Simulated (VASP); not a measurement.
# ZrB2 (P6/mmm) in VASP: notebook

The runs below take ZrB2 through relaxation of cell and atoms, with LDA.

All numbers are computed with VASP 6.6.1; they aren't measurements. Logs are shortened: lines on timing, memory, paths and dates and some standing lists are left out, and cuts for length are marked.

## 1. The crystal as given

Symmetry: P6/mmm, No. 191, hexagonal system. Conventional cell: a = 3.170 Å, b = 3.170 Å, c = 3.533 Å, α = 90.00°, β = 90.00°, γ = 120.00°. Zr (site symmetry 6/mmm) is surrounded by 12 B at 2.54 Å. Around B (site symmetry -6m2) lie 3 B at 1.83 Å.

## 2. Relaxation of cell and atoms, LDA

Contents of INCAR:

```
SYSTEM = ZrB2
ALGO = Fast
EDIFF = 1E-7
EDIFFG = -0.002
ENCUT = 350
GGA = CA
IBRION = 2
ISIF = 3
ISMEAR = 0
LASPH = .True.
LCHARG = .False.
LREAL = .False.
LWAVE = .False.
NELM = 80
NSW = 80
PREC = Accurate
SIGMA = 0.1
```

Contents of KPOINTS:

```
k-points
0
Gamma
  9 9 6
  0 0 0
```

Contents of POSCAR:

```
ZrB2
1.0
    3.1700000000      0.0000000000      0.0000000000
   -1.5850000000      2.7453005300      0.0000000000
    0.0000000000      0.0000000000      3.5330000000
Zr B
1 2
Direct
    0.0000000000      0.0000000000      0.0000000000
    0.3333333300      0.6666666700      0.5000000000
    0.6666666700      0.3333333300      0.5000000000
```

Potentials or basis: VASP PAW LDA potentials, release 64 (Zr_sv, B).

Launch:

```bash
$ cat potpaw_LDA.64/Zr_sv/POTCAR potpaw_LDA.64/B/POTCAR > POTCAR
$ mpirun -np 1 vasp_std > vasp.out
```

OUTCAR:

```text
SYSTEM = ZrB2
   EDIFF = 1E-7
   EDIFFG = -0.002
   ENCUT = 350
   GGA = CA
   IBRION = 2
   ISIF = 3
   ISMEAR = 0
   LASPH = .True.
   LREAL = .False.
   NELM = 80
   NSW = 80
   PREC = Accurate

 ion  position               nearest neighbor table
   1  0.000  0.000  0.000-   2 2.54   3 2.54   2 2.54   3 2.54   3 2.54   3 2.54   2 2.54   2 2.54
                             3 2.54   3 2.54   2 2.54   2 2.54
   2  0.333  0.667  0.500-   3 1.83   3 1.83   3 1.83   1 2.54   1 2.54   1 2.54   1 2.54   1 2.54
                             1 2.54
   3  0.667  0.333  0.500-   2 1.83   2 1.83   2 1.83   1 2.54   1 2.54   1 2.54   1 2.54   1 2.54
                             1 2.54

  LATTYP: Found a hexagonal cell.
 ALAT       =     3.1700000000
 C/A-ratio  =     1.1145110410

  Lattice vectors:

 A1 = (   3.1700000000,   0.0000000000,   0.0000000000)
 A2 = (  -1.5850000000,   2.7453005300,   0.0000000000)
 A3 = (   0.0000000000,   0.0000000000,   3.5330000000)

Analysis of symmetry for initial positions (statically):
=====================================================================
 Subroutine PRICEL returns:
 Original cell was already a primitive cell.

 Routine SETGRP: Setting up the symmetry group for a
 hexagonal supercell.

 Subroutine GETGRP returns: Found 24 space group operations
 (whereof 24 operations were pure point group operations)
 out of a pool of 24 trial point group operations.

The static configuration has the point symmetry D_6h.

Analysis of symmetry for dynamics (positions and initial velocities):
=====================================================================
 Subroutine PRICEL returns:
 Original cell was already a primitive cell.

 Routine SETGRP: Setting up the symmetry group for a
 hexagonal supercell.

 Subroutine GETGRP returns: Found 24 space group operations
 (whereof 24 operations were pure point group operations)
 out of a pool of 24 trial point group operations.

The dynamic configuration has the point symmetry D_6h.

 Subroutine INISYM returns: Found 24 space group operations
 (whereof 24 operations are pure point group operations),
 and found     1 'primitive' translations

----------------------------------------------------------------------------------------

                                     Primitive cell

  volume of cell :      30.7463

  direct lattice vectors                    reciprocal lattice vectors
     3.170000000  0.000000000  0.000000000     0.315457413  0.182129422  0.000000000
    -1.585000000  2.745300530  0.000000000     0.000000000  0.364258845  0.000000000
     0.000000000  0.000000000  3.533000000     0.000000000  0.000000000  0.283045570
[... 113 lines left out ...]
   AEXX    =    0.0000 exact exchange contribution
   IVDW    =     0    specifies the selected vdW correction
   LEPSILON=     F    determine dielectric tensor
   LRPA    =     F    only Hartree local field effects (RPA)
 conjugate gradient relaxation of ions
 non-spin polarized calculation
 RMM-DIIS sequential band-by-band and
 Gauss-broadening in eV      SIGMA  =   0.10
  energy-cutoff  :      350.00
  volume of cell :       30.75
 maximum number of plane-waves:       468
 NGX is ok and might be reduce to    20
   NGX =  9   NGY =  9   NGZ = 11

--------------------------------------- Ionic step        1  -------------------------------------------

 number of electron      18.0000000 magnetization

 Free energy of the ion-electron system (eV)
  ---------------------------------------------------
  ext. energy  EPLUGINS =         0.00000000
  ---------------------------------------------------
  free energy    TOTEN  =       -27.44354322 eV

  energy without entropy =      -27.44133126  energy(sigma->0) =      -27.44243724

------------------------ aborting loop because EDIFF is reached ----------------------------------------

  FORCE on cell =-STRESS in cart. coord.  units (eV):
  Direction    XX          YY          ZZ          XY          YZ          ZX
  --------------------------------------------------------------------------------------
  -------------------------------------------------------------------------------------
  Total       -1.7160444     -1.7160444     -1.7032520      0.0000000      0.0000000      0.0000000
  in kB      -89.4223979    -89.4223979    -88.7557915      0.0000000      0.0000000      0.0000000
  external PRESSURE =     -89.2001958 kB  Pullay stress =       0.0000000 kB
[... 246 lines left out ...]
--------------------------------------- Ionic step        8  -------------------------------------------

 number of electron      17.9999999 magnetization

 Free energy of the ion-electron system (eV)
  ---------------------------------------------------
  ext. energy  EPLUGINS =         0.00000000
  ---------------------------------------------------
  free energy    TOTEN  =       -27.47471959 eV

  energy without entropy =      -27.47257709  energy(sigma->0) =      -27.47364834

 E-fermi :  10.8888     XC(G=0): -12.7548

 val. band max:       10.8247944703   @ k =   0.2222   0.2222   0.0000
 cond. band min:      10.9967331453   @ k =   0.3333   0.2222   0.0000
 fundamental gap:      0.1719386750
 Fermi energy:        10.8888251543

 k-point     1 :       0.0000    0.0000    0.0000
  band No.  band energies     occupation
      1     -37.3490      2.00000
      2     -15.7190      2.00000
      3     -15.0977      2.00000
      4     -15.0977      2.00000
      5      -1.8482      2.00000
      6       8.1611      2.00000
      7       8.1611      2.00000
      8       8.2051      2.00000
      9       8.6125      2.00000
     10      14.4120      0.00000
     11      14.4120      0.00000
     12      15.2161      0.00000
     13      15.2161      0.00000
[... 354 lines left out ...]
  band No.  band energies     occupation
      1     -37.1876      2.00000
      2     -15.8323      2.00000
      3     -15.8323      2.00000
      4     -15.5783      2.00000
      5       2.8962      2.00000
      6       2.8962      2.00000
      7       4.3023      2.00000
      8       8.2787      2.00000
      9       8.2787      2.00000
     10      13.4566      0.00000
     11      13.4566      0.00000
     12      14.3432      0.00000
     13      19.1319      0.00000

 [... further k-points ...]

------------------------ aborting loop because EDIFF is reached ----------------------------------------

  FORCE on cell =-STRESS in cart. coord.  units (eV):
  Direction    XX          YY          ZZ          XY          YZ          ZX
  --------------------------------------------------------------------------------------
  -------------------------------------------------------------------------------------
  Total        0.0018538      0.0018538      0.0021723      0.0000000     -0.0000000      0.0000000
  in kB        0.1001473      0.1001473      0.1173514      0.0000000     -0.0000000      0.0000000
  external PRESSURE =       0.1058820 kB  Pullay stress =       0.0000000 kB
[... 18 lines left out ...]
  FREE ENERGIE OF THE ION-ELECTRON SYSTEM (eV)
  ---------------------------------------------------
  free  energy   TOTEN  =       -27.4747195929 eV

  energy  without entropy=      -27.4725770915  energy(sigma->0) =      -27.47364834

 reached required accuracy - stopping structural energy minimisation
```

OSZICAR:

```text
N       E                     dE             d eps       ncg     rms          rms(c)
DAV:   1     0.784009941019E+02    0.78401E+02   -0.79561E+03  1248   0.103E+03
DAV:   2    -0.266658644073E+02   -0.10507E+03   -0.10158E+03  1533   0.280E+02
[... 111 lines left out ...]
DAV:   1    -0.274747330353E+02   -0.16154E-04   -0.39558E-04  1400   0.222E-01    0.469E-02
RMM:   2    -0.274747205922E+02    0.12443E-04   -0.30569E-05  1293   0.580E-02    0.126E-02
RMM:   3    -0.274747189781E+02    0.16142E-05   -0.13998E-05  1423   0.298E-02    0.841E-03
RMM:   4    -0.274747193522E+02   -0.37411E-06   -0.35717E-06  1472   0.129E-02    0.244E-03
RMM:   5    -0.274747195062E+02   -0.15407E-06   -0.20525E-06  1446   0.900E-03    0.300E-03
RMM:   6    -0.274747195929E+02   -0.86700E-07   -0.61318E-07  1101   0.446E-03
   8 F= -.27474720E+02 E0= -.27473648E+02  d E =-.237702E-05
```

CONTCAR:

```text
ZrB2
   1.00000000000000
     3.1340914184244641    0.0000000000000000    0.0000000000000000
    -1.5670457092122321    2.7142027861416076    0.0000000000000000
    -0.0000000000000000    0.0000000000000000    3.4864869358748756
  Zr              B
     1     2
Direct
     0.0000000000000000    0.0000000000000000    0.0000000000000000
     0.3333333300000021    0.6666666699999979    0.5000000000000000
     0.6666666699999979    0.3333333300000021    0.5000000000000000

  0.00000000E+00  0.00000000E+00  0.00000000E+00
  0.00000000E+00  0.00000000E+00  0.00000000E+00
  0.00000000E+00  0.00000000E+00  0.00000000E+00
```

Wall time 55 s (1 thread of Intel Xeon Platinum 8488C (Sapphire Rapids), shared host); peak memory 0.13 GiB.

The run converged, but some of its settings lie outside the range that counts as converged, so its numbers aren't taken as properties of the crystal.

What came out:

```
Free energy                            : -27.4747 eV
Relaxed volume                         : 9.89 Å³/atom
Relaxed cell                           : a = 3.134 Å, b = 3.134 Å, c = 3.486 Å, α = 90.00°, β = 90.00°, γ = 120.00°
Space group after relaxing (to 0.05 Å) : P6/mmm (No. 191)
Energy gained by relaxing              : 10.4 meV/atom
Ionic steps                            : 8
Band gap on the k mesh                 : none (metal or under the smearing width)
```

Caveat: the cutoff is under 1.25 times the usual one of these potentials, so pressure, stress and relaxed cells hold a basis-set (Pulay) error.

## 3. Relaxation of cell and atoms, LDA

This run uses another cell than the first one, of 9.89 Å³/atom, 0.965 times its volume.

INCAR is that of step 2.

KPOINTS is that of step 2.

Contents of POSCAR:

```
ZrB2                                    
1.0
    3.1340914184      0.0000000000      0.0000000000
   -1.5670457092      2.7142027861      0.0000000000
   -0.0000000000      0.0000000000      3.4864869359
  Zr              B             
     1     2
Direct
     0.0000000000000000    0.0000000000000000    0.0000000000000000
     0.3333333300000021    0.6666666699999979    0.5000000000000000
     0.6666666699999979    0.3333333300000021    0.5000000000000000
```

Potentials or basis: VASP PAW LDA potentials, release 64 (Zr_sv, B).

Launch:

```bash
$ cat potpaw_LDA.64/Zr_sv/POTCAR potpaw_LDA.64/B/POTCAR > POTCAR
$ mpirun -np 1 vasp_std > vasp.out
```

It took 25 s on 1 thread of Intel Xeon Platinum 8488C (Sapphire Rapids), shared host; peak memory 0.12 GiB.

The run converged, but some of its settings lie outside the range that counts as converged, so its numbers aren't taken as properties of the crystal.

Results:

```
Free energy                            : -27.4694 eV
Relaxed volume                         : 9.88 Å³/atom
Relaxed cell                           : a = 3.134 Å, b = 3.134 Å, c = 3.486 Å, α = 90.00°, β = 90.00°, γ = 120.00°
Space group after relaxing (to 0.05 Å) : P6/mmm (No. 191)
Energy gained by relaxing              : 0.0 meV/atom
Ionic steps                            : 3
Band gap on the k mesh                 : none (metal or under the smearing width)
```

Caveat: the cutoff is under 1.25 times the usual one of these potentials, so pressure, stress and relaxed cells hold a basis-set (Pulay) error.
